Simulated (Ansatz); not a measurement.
**KZnF$_{3}$ (Pm-3m), one atom moved over a plane**

These are results of DFT LDA, scalar-relativistic, plane waves, PAW (Ansatz), not measurements. Cutoff 420 eV, Γ-centred 6×6×6 k-points, Gaussian smearing of 0.05 eV. No spin polarisation. Energies are free energies at this smearing, counted from the undisturbed cell; pressure is positive in compression.

Zero of the scan (as given, not relaxed at this level; it stands at -4.8 GPa, and it needn't be the usual structure):

```
K Zn F
1.0
     4.05000    0.00000    0.00000
     0.00000    4.05000    0.00000
     0.00000    0.00000    4.05000
K Zn F
1 1 3
Direct
  0.00000 0.00000 0.00000
  0.50000 0.50000 0.50000
  0.50000 0.50000 0.00000
  0.00000 0.50000 0.50000
  0.50000 0.00000 0.50000
```

Atom 3 (F) is moved by p along (0.707, 0.707, 0.000) and q along (0.000, 0.000, 1.000) (Å), all else fixed. Points are written (p, q).

Energy above the undisturbed cell in eV/cell (a dash: not computed):

```
 p \ q  -0.300  -0.150  0.000  0.150  0.300
-0.300    0.55    0.18   0.09   0.18   0.55
-0.150    0.54    0.13   0.02   0.13   0.54
 0.000    0.54    0.11   0.00   0.11   0.54
 0.150    0.54    0.13   0.02   0.13   0.54
 0.300    0.55    0.18   0.09   0.18   0.55
```

Pressure in GPa:

| p \ q | -0.300 | -0.150 | 0.000 | 0.150 | 0.300 |
| --- | --- | --- | --- | --- | --- |
| -0.300 | 0.3 | -3.6 | -4.7 | -3.6 | 0.3 |
| -0.150 | 0.6 | -3.6 | -4.8 | -3.6 | 0.6 |
| 0.000 | 0.7 | -3.5 | -4.8 | -3.5 | 0.7 |
| 0.150 | 0.6 | -3.6 | -4.8 | -3.6 | 0.6 |
| 0.300 | 0.3 | -3.6 | -4.7 | -3.6 | 0.3 |

Gap on the k-mesh in eV:

| p \ q | -0.300 | -0.150 | 0.000 | 0.150 | 0.300 |
| --- | --- | --- | --- | --- | --- |
| -0.300 | 3.48 | 3.58 | 3.59 | 3.58 | 3.48 |
| -0.150 | 3.39 | 3.60 | 3.62 | 3.60 | 3.39 |
| 0.000 | 3.36 | 3.57 | 3.63 | 3.57 | 3.36 |
| 0.150 | 3.39 | 3.60 | 3.62 | 3.60 | 3.39 |
| 0.300 | 3.48 | 3.58 | 3.59 | 3.58 | 3.48 |

Symmetry holds off the tilts and polar distortions that many cubic perovskites undergo.